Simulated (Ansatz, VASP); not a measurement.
**Two plane-wave programs on Hf**

POSCAR

```
Hf
1.0
    4.9623295440      0.0000000000      0.0000000000
   -2.4811647720      4.2975034470      0.0000000000
    0.0000000000      0.0000000000      3.0862322500
Hf
3
Direct
    0.6666666700      0.3333333300      0.5000000000
    0.3333333300      0.6666666700      0.5000000000
    0.0000000000      0.0000000000      0.0000000000
```

Contents of INCAR.step1:

```
ALGO = Normal
EDIFF = 1E-4
ENCUT = 520
GGA = PE
ISMEAR = 0
LASPH = T
LCHARG = F
LREAL = F
LWAVE = T
NBANDS = 22
NELM = 100
PREC = Accurate
SIGMA = 0.1
```

Contents of INCAR.step2:

```
ALGO = Normal
EDIFF = 1E-7
ENCUT = 520
ISIF = 2
ISMEAR = 0
ISTART = 1
LASPH = T
LCHARG = T
LELF = T
LMIXTAU = T
LREAL = F
LVHAR = T
LWAVE = F
METAGGA = R2SCAN
NBANDS = 22
NELM = 100
PREC = Accurate
SIGMA = 0.1
```

Contents of KPOINTS:

```
k-points
0
Gamma
  6 6 6
```

Input for Ansatz:

```yaml
crystal:
  lattice:
    - [4.962329544, 0.0, 0.0]
    - [-2.481164772, 4.297503447, 0.0]
    - [0.0, 0.0, 3.08623225]
  atoms:
    - { symbol: Hf, position: [0.66666667, 0.33333333, 0.5] }
    - { symbol: Hf, position: [0.33333333, 0.66666667, 0.5] }
    - { symbol: Hf, position: [0.0, 0.0, 0.0] }
basis:
  ecutwfc: 500
kpoints:
  mp_grid: { grid: [6, 6, 6] }
hamiltonian:
  xc: r2scan
scf:
  occupations: { method: gaussian, width: 0.1 }
output:
  forces: true
  stress: true
  eigenvalues: true
```

This isn't the form of Hf at room conditions, which is hcp.

Alike in both runs: task single point; functional r2SCAN; k mesh 6 × 6 × 6; occupations gaussian, width 0.1 eV; no spin polarisation.

```csv
,VASP,Ansatz
version,VASP 6.6.1,Ansatz 0.2.0
potentials or method,"VASP PAW PBE potentials, release 64 (Hf_pv)","scalar-relativistic, plane waves, PAW"
plane-wave cutoff (eV),520,500
valence electrons in the cell,30,78
```

Ansatz gave:

| Item | Value |
| --- | --- |
| gap on the k mesh at the Fermi level (eV) | none |
| pressure (GPa) | 0.7 |
| largest component of the traceless stress (GPa) | 0.29 |

Task: What did VASP give for the same quantities?

Result: gap on the k mesh at the Fermi level (eV): none; pressure (GPa): 0.1; largest component of the traceless stress (GPa): 0.26.

A gap of «none» marks a metal or a gap that the smearing closes. The two sets of potentials don't hold the same shells in valence.

Caveats: the PAW data sets were made with another functional, which shifts forces and pressure a little (VASP). The runs have no spin-orbit coupling, so splittings on Hf are missing.
